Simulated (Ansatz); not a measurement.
# HfO2: band gap under strain

Aim: follow the gap of HfO2 built on the fluorite prototype through these states: -2.0 % biaxial strain in the (111) plane, free along [111]; -1.0 % biaxial strain in the (111) plane, free along [111]; +1.0 % biaxial strain in the (111) plane, free along [111]. The table at the end shows which levels were run.

The runs shown are made with Ansatz 0.2.0. PAW datasets, plane waves. Calculated at 0 K for a non-magnetic cell.

## Step 1: The structure to begin with

The unstrained cell was relaxed with r2SCAN; in each strained cell the atoms were relaxed again with r2SCAN. Names of k-points are those of the unstrained zone, where strain can split equivalent points. First state: -2.0 % biaxial strain in the (111) plane, free along [111].

Space group R-3m (No. 166), trigonal; a = 3.505 Å, c = 8.982 Å in the conventional setting, 10.62 Å³ an atom. Hf has 8 O at 2.16–2.23 Å; O has 4 Hf at 2.16–2.23 Å.

As a file:

```cif
data_structure
_symmetry_space_group_name_H-M 'R-3m:H'
_symmetry_Int_Tables_number 166
_cell_length_a 3.5053
_cell_length_b 3.5053
_cell_length_c 8.9825
_cell_angle_alpha 90.000
_cell_angle_beta 90.000
_cell_angle_gamma 120.000
_cell_volume 95.58
loop_
_atom_site_label
_atom_site_type_symbol
_atom_site_symmetry_multiplicity
_atom_site_Wyckoff_symbol
_atom_site_fract_x
_atom_site_fract_y
_atom_site_fract_z
_atom_site_occupancy
Hf1 Hf 3 a 0.00000 0.00000 0.00000 1
O1 O 6 c 0.33333 0.66667 0.91472 1
```

From earlier runs on the unstrained cell: PBE 3.80 eV, r2SCAN 4.30 eV, HSE06 5.41 eV, r2SCAN+SOC 4.31 eV, G0W0 5.17 eV (on its mesh); a = 5.058 Å.

## Step 2: -2.0 % biaxial strain in the (111) plane, free along [111]: PBE

input.yaml

```yaml
crystal:
  lattice:
    - [0.076275825, 2.5548744979, 2.5548744979]
    - [2.5548744979, 0.076275825, 2.5548744979]
    - [2.5548744979, 2.5548744979, 0.076275825]
  atoms:
    - { symbol: Hf, position: [0.0, 0.0, 0.0] }
    - { symbol: O, position: [0.2480547567, 0.2480547567, 0.2480547567] }
    - { symbol: O, position: [0.7519452433, 0.7519452433, 0.7519452433] }
kpoints:
  mp_grid: { grid: [8, 8, 8] }
  band_path:
    path:
      - [0.0, 0.0, 0.0]
      - [0.5, 0.0, 0.5]
      - [0.625, 0.25, 0.625]
      - [0.375, 0.375, 0.75]
      - [0.5, 0.5, 0.5]
      - [0.5, 0.25, 0.75]
      - [0.0, 0.5, 0.5]
    npoints: 1
hamiltonian:
  xc: pbe
scf:
  occupations: { method: fermi_dirac, width: 0.02 }
  n_extra_bands: 4
output:
  forces: true
  stress: true
  eigenvalues: true
```

The run is started by

```bash
ansatz run input.yaml --threads 2 --pin off --max-ram 29491MiB --backend cpu --events-out ev --progress --plain --runs-dir out
```

After this run come: -2.0 % biaxial strain in the (111) plane, free along [111]: r2SCAN; -2.0 % biaxial strain in the (111) plane, free along [111]: HSE06; -2.0 % biaxial strain in the (111) plane, free along [111]: r2SCAN+SOC; -2.0 % biaxial strain in the (111) plane, free along [111]: r2SCAN; -2.0 % biaxial strain in the (111) plane, free along [111]: G0W0@PBE; -1.0 % biaxial strain in the (111) plane, free along [111]: PBE; -1.0 % biaxial strain in the (111) plane, free along [111]: r2SCAN; -1.0 % biaxial strain in the (111) plane, free along [111]: HSE06; -1.0 % biaxial strain in the (111) plane, free along [111]: r2SCAN+SOC; -1.0 % biaxial strain in the (111) plane, free along [111]: r2SCAN; -1.0 % biaxial strain in the (111) plane, free along [111]: G0W0@PBE; +1.0 % biaxial strain in the (111) plane, free along [111]: PBE; +1.0 % biaxial strain in the (111) plane, free along [111]: r2SCAN; +1.0 % biaxial strain in the (111) plane, free along [111]: HSE06; +1.0 % biaxial strain in the (111) plane, free along [111]: r2SCAN+SOC; +1.0 % biaxial strain in the (111) plane, free along [111]: r2SCAN; +1.0 % biaxial strain in the (111) plane, free along [111]: G0W0@PBE.

Q: Predict the outcome of this session.

As calculated:

Least gap in eV (negative: overlap), with the change from the unstrained cell in brackets. G0W0 is on its own coarse mesh.

| state | volume change (%) | PBE | r2SCAN | HSE06 | G0W0 |
| --- | --- | --- | --- | --- | --- |
| -2.0 % biaxial strain in the (111) plane, free along [111] | -1.5 | 3.85 (+0.05) | 4.36 (+0.06) | 5.46 (+0.05) | 5.23 (+0.06) |
| -1.0 % biaxial strain in the (111) plane, free along [111] | -0.8 | 3.83 (+0.03) | 4.33 (+0.03) | 5.43 (+0.02) | 5.19 (+0.02) |
| +1.0 % biaxial strain in the (111) plane, free along [111] | +0.8 | 3.79 (-0.01) | 4.28 (-0.02) | 5.39 (-0.02) | 5.14 (-0.03) |

With HSE06, of the states in the table -2.0 % biaxial strain in the (111) plane, free along [111] shifts the gap most, by +0.055 eV. PBE and HSE06 differ by 1.61 eV on the unstrained gap, and by at most 0.01 eV on its change: the two disagree on the size of the gap but agree on its response to strain. Spin-orbit coupling is left out of the table, though the cell holds Hf (Z = 72); in an element this heavy it can shift bands and gaps by tenths of an eV. G0W0 here is at a finite number of bands, screening cutoff and k mesh, not at the basis limit.
